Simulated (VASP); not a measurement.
# TePb (I4mm) in VASP: notebook

Runs on TePb. Level: PBEsol. Tasks: single point.

Everything below comes from runs of VASP 6.6.1. Logs are shortened: lines on timing, memory, paths and dates and some standing lists are left out, and cuts for length are marked.

### Step 1. The cell of the first run

Symmetry: I4mm, No. 107, tetragonal system. Conventional cell: a = 4.564 Å, b = 4.564 Å, c = 6.454 Å, α = 90.00°, β = 90.00°, γ = 90.00°. Te (site symmetry 4mm) is surrounded by 5 Pb at 2.93 to 3.24 Å. Around Pb (site symmetry 4mm) lie 5 Te at 2.93 to 3.24 Å.

Measurements of this composition are mostly on another form, of space group No. 225.

### Step 2. Single point, PBEsol (atom 2 (Pb) moved by (-0.300, +0.000) A along x and z)

INCAR

```
PREC = Accurate
ENCUT = 520
EDIFF = 1E-7
ISMEAR = 0
SIGMA = 0.05
LREAL = F
LASPH = T
NELM = 100
ALGO = Normal
ISIF = 2
LWAVE = F
LCHARG = T
GGA = PS
LELF = T
LVHAR = T
NBANDS = 17
```

KPOINTS

```
regular mesh
0
Gamma
  8 8 8
```

POSCAR

```
TePb
1.0
    0.0000000000      3.2270000000      3.2270000000
    3.2270000000      0.0000000000      3.2270000000
    3.2270000000      3.2270000000      0.0000000000
Te Pb
1 1
Direct
    0.5000000000      0.5000000000      0.5000000000
    0.0464828014     -0.0464828014     -0.0464828014
```

Potentials or basis: VASP PAW PBE potentials, release 64 (Te, Pb_d).

The run is started by

```console
> cat potpaw_PBE.64/Te/POTCAR potpaw_PBE.64/Pb_d/POTCAR > POTCAR
> mpirun -np 1 vasp_std > vasp.out
```

OUTCAR:

```text
PREC = Accurate
   ENCUT = 520
   EDIFF = 1E-7
   ISMEAR = 0
   LREAL = F
   LASPH = T
   NELM = 100
   ISIF = 2
   GGA = PS

 ion  position               nearest neighbor table
   1  0.500  0.500  0.500-   2 2.93   2 3.24   2 3.24   2 3.24   2 3.24   2 3.53
   2  0.046  0.954  0.954-   1 2.93   1 3.24   1 3.24   1 3.24   1 3.24   1 3.53

  LATTYP: Found a face centered cubic cell.
 ALAT       =     6.4540000000

  Lattice vectors:

 A1 = (   0.0000000000,   3.2270000000,   3.2270000000)
 A2 = (   3.2270000000,   0.0000000000,   3.2270000000)
 A3 = (   3.2270000000,   3.2270000000,   0.0000000000)

Analysis of symmetry for initial positions (statically):
=====================================================================
 Subroutine PRICEL returns:
 Original cell was already a primitive cell.

 Routine SETGRP: Setting up the symmetry group for a
 face centered cubic supercell.

 Subroutine GETGRP returns: Found  8 space group operations
 (whereof  8 operations were pure point group operations)
 out of a pool of 48 trial point group operations.

The static configuration has the point symmetry C_4v.

Analysis of symmetry for dynamics (positions and initial velocities):
=====================================================================
 Subroutine PRICEL returns:
 Original cell was already a primitive cell.

 Routine SETGRP: Setting up the symmetry group for a
 face centered cubic supercell.

 Subroutine GETGRP returns: Found  8 space group operations
 (whereof  8 operations were pure point group operations)
 out of a pool of 48 trial point group operations.

The dynamic configuration has the point symmetry C_4v.

 Subroutine INISYM returns: Found  8 space group operations
 (whereof  8 operations are pure point group operations),
 and found     1 'primitive' translations

----------------------------------------------------------------------------------------

                                     Primitive cell

  volume of cell :      67.2089

  direct lattice vectors                    reciprocal lattice vectors
     0.000000000  3.227000000  3.227000000    -0.154942671  0.154942671  0.154942671
     3.227000000  0.000000000  3.227000000     0.154942671 -0.154942671  0.154942671
     3.227000000  3.227000000  0.000000000     0.154942671  0.154942671 -0.154942671

  length of vectors
     4.563667166  4.563667166  4.563667166     0.268368579  0.268368579  0.268368579

  position of ions in fractional coordinates (direct lattice)
     0.500000000  0.500000000  0.500000000
     0.046482801  0.953517199  0.953517199

  ion indices of the primitive-cell ions
   primitive index   ion index
                 1           1
                 2           2

----------------------------------------------------------------------------------------

 KPOINTS: regular mesh

Automatic generation of k-mesh.
 Grid dimensions read from file:
 generate k-points for:    8    8    8

 Generating k-lattice:

  Cartesian coordinates                     Fractional coordinates (reciprocal lattice)
    -0.019367834  0.019367834  0.019367834     0.125000000  0.000000000  0.000000000
     0.019367834 -0.019367834  0.019367834     0.000000000  0.125000000  0.000000000
     0.019367834  0.019367834 -0.019367834     0.000000000  0.000000000  0.125000000

  Length of vectors
     0.033546072  0.033546072  0.033546072

  Shift w.r.t. Gamma in fractional coordinates (k-lattice)
     0.000000000  0.000000000  0.000000000

 Subroutine IBZKPT returns following result:
 ===========================================

 Found     59 irreducible k-points:

 Following reciprocal coordinates:
            Coordinates               Weight
  0.000000  0.000000  0.000000      1.000000
  0.125000  0.000000  0.000000      8.000000
  0.250000  0.000000  0.000000      8.000000
  0.375000  0.000000  0.000000      8.000000
  0.500000  0.000000  0.000000      4.000000
  0.125000  0.125000  0.000000      4.000000
[... 16 lines left out ...]
  0.000000  0.375000  0.250000      8.000000
  0.500000  0.250000  0.000000     16.000000
 [... further k-points ...]
   k-points           NKPTS =     59   k-points in BZ     NKDIM =     59   number of bands    NBANDS=     17
   number of dos      NEDOS =    301   number of ions     NIONS =      2
   total plane-waves  NPLWV =  46656
   dimension x,y,z NGX =    36 NGY =   36 NGZ =   36
   dimension x,y,z NGXF=    72 NGYF=   72 NGZF=   72
   ions per type =               1   1
   NGX,Y,Z   is equivalent  to a cutoff of  13.11, 13.11, 13.11 a.u.
   NGXF,Y,Z  is equivalent  to a cutoff of  26.23, 26.23, 26.23 a.u.
 SYSTEM =  unknown system
   PREC   = accura    normal or accurate (medium, high low for compatibility)
   ISTART =      0    job   : 0-new  1-cont  2-samecut
   ICHARG =      2    charge: 1-file 2-atom 10-const
   ISPIN  =      1    spin polarized calculation?
   LNONCOLLINEAR =      F non collinear calculations
   LSORBIT =      F    spin-orbit coupling
   LASPH  =      T    aspherical Exc in radial PAW
   ENCUT  =  520.0 eV  38.22 Ry    6.18 a.u.   8.49  8.49  8.49*2*pi/ulx,y,z
   NELM   =    100;   NELMIN=  2; NELMDL= -5     # of ELM steps
   EDIFF  = 0.1E-06   stopping-criterion for ELM
   LREAL  =      F    real-space projection
   EDIFFG = 0.1E-05   stopping-criterion for IOM
   NSW    =      0    number of steps for IOM
   IBRION =     -1    ionic relax: 0-MD 1-quasi-New 2-CG
   NFREE  =      0    steps in history (QN), initial steepest desc. (CG)
   ISIF   =      2    stress and relaxation
   ISYM   =      2    0-nonsym 1-usesym 2-fastsym
   POTIM  = 0.5000    time-step for ionic-motion
   TEBEG  =    0.0;   TEEND  =   0.0 temperature during run
   PSTRESS=    0.0 pullay stress
   NELECT =      20.0000    total number of electrons
   NUPDOWN=      -1.0000    fix difference up-down
   EMIN   =  10.00;   EMAX   =-10.00  energy-range for DOS
   EFERMI =   0.00;   METHOD = LEGACY
   ISMEAR =     0;   SIGMA  =   0.05  broadening in eV -4-tet -1-fermi 0-gaus
   EFERMI_NEDOS =   21; number of points for ismear=-14 and -15
   IALGO  =     38    algorithm
   IMIX   =      4    mixing-type and parameters
     AMIX     =   0.40;   BMIX     =  1.00
     AMIX_MAG =   1.60;   BMIX_MAG =  1.00
  volume/ion in A,a.u.               =      33.60       226.77
  Fermi-wavevector in a.u.,A,eV,Ry     =   1.092972  2.065418 16.253366  1.194589
  Thomas-Fermi vector in A             =   2.229249
   LORBIT       =      0    0 simple, 1 ext, 2 COOP (PROOUT), +10 PAW based schemes
   GGA     = PS    functional components
   LHFCALC =     F    Hartree Fock is set to
   AEXX    =    0.0000 exact exchange contribution
   IVDW    =     0    specifies the selected vdW correction
   LEPSILON=     F    determine dielectric tensor
   LRPA    =     F    only Hartree local field effects (RPA)
 non-spin polarized calculation
 Gauss-broadening in eV      SIGMA  =   0.05
  energy-cutoff  :      520.00
  volume of cell :       67.21
 maximum number of plane-waves:      1837
 NGX is ok and might be reduce to    36
   NGX = 17   NGY = 17   NGZ = 17

 number of electron      19.9999998 magnetization

 Free energy of the ion-electron system (eV)
  ---------------------------------------------------
  ext. energy  EPLUGINS =         0.00000000
  ---------------------------------------------------
  free energy    TOTEN  =        -8.20847778 eV

  energy without entropy =       -8.20847778  energy(sigma->0) =       -8.20847778

 E-fermi :   5.6439     XC(G=0):  -9.4702

 val. band max:        5.3911734061   @ k =   0.0000  -0.2500   0.1250
 cond. band min:       6.4075622704   @ k =   0.5000   0.0000   0.0000
 fundamental gap:      1.0163888643
 Fermi energy:         5.6439290200

 k-point     1 :       0.0000    0.0000    0.0000
  band No.  band energies     occupation
      1     -11.0907      2.00000
      2     -11.0833      2.00000
      3     -11.0735      2.00000
      4     -11.0643      2.00000
      5     -11.0643      2.00000
      6      -6.6478      2.00000
[... 9 lines left out ...]
     16      11.6388      0.00000
     17      12.7086      0.00000

 k-point     2 :       0.1250    0.0000    0.0000
  band No.  band energies     occupation
      1     -11.0933      2.00000
      2     -11.0850      2.00000
      3     -11.0721      2.00000
      4     -11.0631      2.00000
      5     -11.0620      2.00000
      6      -6.5136      2.00000
[... 9 lines left out ...]
     16      11.7200      0.00000
     17      13.7474      0.00000

 k-point     3 :       0.2500    0.0000    0.0000
  band No.  band energies     occupation
      1     -11.1001      2.00000
      2     -11.0898      2.00000
      3     -11.0691      2.00000
      4     -11.0589      2.00000
      5     -11.0555      2.00000
      6      -6.1297      2.00000
[... 9 lines left out ...]
     16      12.3737      0.00000
     17      15.6659      0.00000

 k-point     4 :       0.3750    0.0000    0.0000
  band No.  band energies     occupation
      1     -11.1072      2.00000
      2     -11.0952      2.00000
      3     -11.0674      2.00000
      4     -11.0535      2.00000
      5     -11.0487      2.00000
      6      -5.5865      2.00000
[... 9 lines left out ...]
     16      13.5657      0.00000
     17      16.2494      0.00000
[... 343 lines left out ...]
      1     -11.1266      2.00000
      2     -11.0829      2.00000
      3     -11.0693      2.00000
      4     -11.0557      2.00000
      5     -11.0451      2.00000
      6      -5.5790      2.00000
[... 9 lines left out ...]
     16      14.7539      0.00000
     17      15.2400      0.00000

 k-point    23 :       0.0000    0.3750    0.2500
  band No.  band energies     occupation
      1     -11.1329      2.00000
      2     -11.0786      2.00000
      3     -11.0784      2.00000
      4     -11.0463      2.00000
      5     -11.0446      2.00000
      6      -5.5234      2.00000
[... 9 lines left out ...]
     16      14.8291      0.00000
     17      15.3888      0.00000

 k-point    24 :       0.5000    0.2500    0.0000
  band No.  band energies     occupation
      1     -11.1295      2.00000
      2     -11.0883      2.00000
      3     -11.0644      2.00000
      4     -11.0544      2.00000
      5     -11.0434      2.00000
      6      -5.1431      2.00000
[... 9 lines left out ...]
     16      15.1362      0.00000
     17      15.8748      0.00000

 [... further k-points ...]

------------------------ aborting loop because EDIFF is reached ----------------------------------------

  FORCE on cell =-STRESS in cart. coord.  units (eV):
  Direction    XX          YY          ZZ          XY          YZ          ZX
  --------------------------------------------------------------------------------------
  -------------------------------------------------------------------------------------
  Total        1.3768098     -0.1288803     -0.1288803     -0.0000000      0.0000000      0.0000000
  in kB       32.8214409     -3.0723460     -3.0723460     -0.0000000      0.0000000      0.0000000
  external PRESSURE =       8.8922496 kB  Pullay stress =       0.0000000 kB

 VOLUME and BASIS-vectors are now :
 -----------------------------------------------------------------------------
  energy-cutoff  :      520.00
  volume of cell :       67.21
      direct lattice vectors                 reciprocal lattice vectors
     0.000000000  3.227000000  3.227000000    -0.154942671  0.154942671  0.154942671
     3.227000000  0.000000000  3.227000000     0.154942671 -0.154942671  0.154942671
     3.227000000  3.227000000  0.000000000     0.154942671  0.154942671 -0.154942671

 POSITION                                       TOTAL-FORCE (eV/Angst)
 -----------------------------------------------------------------------------------
      3.22700      3.22700      3.22700        -0.517666      0.000000      0.000000
      6.15400      3.22700      3.22700         0.517666      0.000000      0.000000
 -----------------------------------------------------------------------------------
    total drift:                               -0.000136      0.000000      0.000000

  FREE ENERGIE OF THE ION-ELECTRON SYSTEM (eV)
  ---------------------------------------------------
  free  energy   TOTEN  =        -8.2084777756 eV

  energy  without entropy=       -8.2084777756  energy(sigma->0) =       -8.20847778
```

Run time: 91 s. Hardware: 1 thread of AMD EPYC 7R13 (Zen 3), shared host; peak memory 0.2 GiB.

What came out:

| Property | Result |
| --- | --- |
| Free energy | -8.2085 eV |
| Pressure | 0.9 GPa |
| Largest force | 0.518 eV/Å |
| Band gap on the k mesh | 1.02 eV, indirect (least direct gap 1.09 eV) |

Forces in eV/Å, atoms in the order of the input:
```
Te  -0.518  0.000  0.000
Pb   0.518  0.000  0.000
```

Levels at points of the mesh, in eV from the valence-band top:
```
           k point  band 7  band 8  band 9  band 10  band 11  band 12  band 13  band 14
(0.00, 0.00, 0.00)   -5.41   -1.38   -1.17    -1.17     3.76     3.76     4.35     5.87
(0.50, 0.00, 0.00)   -8.41   -1.11   -0.84    -0.07     1.02     1.43     1.80     8.15
(0.50, 0.50, 0.00)   -7.14   -4.44   -2.69    -2.63     2.86     5.83     5.99     6.79
(0.00, 0.50, 0.50)   -7.57   -4.09   -2.72    -2.72     3.32     5.63     5.63     7.02
```

Caveat: the PAW data sets were made with another functional, which shifts forces and pressure a little; spin-orbit coupling is left out, which as a rule narrows the gap of such compounds by several tenths of an eV.

[end of part 1 of 2]
